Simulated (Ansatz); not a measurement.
# Al2Cu: the cost of one run

Program: Ansatz 0.2.0. Level of theory: DFT PBE, scalar-relativistic, plane waves, PAW. These are calculated values, not measurements.

## Step 1: The starting structure

It takes space group P-3m1 (No. 164, trigonal). The conventional cell has a = 4.290 Å, b = 4.290 Å, c = 5.929 Å, α = 90.00°, β = 90.00°, γ = 120.00°. Al (site symmetry 2/m) is surrounded by 6 Al at 2.15 Å. Al (site symmetry -3m) is surrounded by 6 Al at 2.15 Å. Cu (site symmetry 3m) is surrounded by 3 Cu at 2.57 Å and 3 Al at 2.89 Å.

As a file:

```
Al Cu
1.0
     4.29004    0.00000    0.00000
    -2.14502    3.71528    0.00000
     0.00000    0.00000    5.92878
Al Cu
4 2
Direct
  0.50000 0.00000 0.50000
  0.00000 0.50000 0.50000
  0.50000 0.50000 0.50000
  0.00000 0.00000 0.50000
  0.33333 0.66667 0.05902
  0.66667 0.33333 0.94098
```

Recipe of the guess: random cell by space group and Wyckoff sites (P-3m1, No. 164). Its size is a rough estimate.

## Step 2: The guess as it stands, on a coarse mesh

Input file input.yaml:

```yaml
crystal:
  lattice:
    - [4.29003612, 0.0, 0.0]
    - [-2.14501806, 3.71528026, 0.0]
    - [0.0, 0.0, 5.92878408]
  atoms:
    - { symbol: Al, position: [0.5, 0.0, 0.5] }
    - { symbol: Al, position: [0.0, 0.5, 0.5] }
    - { symbol: Al, position: [0.5, 0.5, 0.5] }
    - { symbol: Al, position: [0.0, 0.0, 0.5] }
    - { symbol: Cu, position: [0.33333333, 0.66666667, 0.05902119] }
    - { symbol: Cu, position: [0.66666667, 0.33333333, 0.94097881] }
basis:
  ecutwfc: 420
kpoints:
  mp_grid: { grid: [6, 6, 4] }
hamiltonian:
  xc: pbe
scf:
  occupations: { method: gaussian, width: 0.1 }
  lower_state_search: "off"
output:
  forces: true
  stress: true
  eigenvalues: true
```

On the command line:

```console
$ ansatz run input.yaml --threads 1 --pin off --max-ram 2560MiB --backend cpu --events-out ev --progress --plain --runs-dir out
```

**Question.** How long does this run take on 1 thread of Intel Xeon Platinum 8488C (Sapphire Rapids), shared host, and how much memory does it need?

About 3.6 s, with a peak of 0.4 GiB.
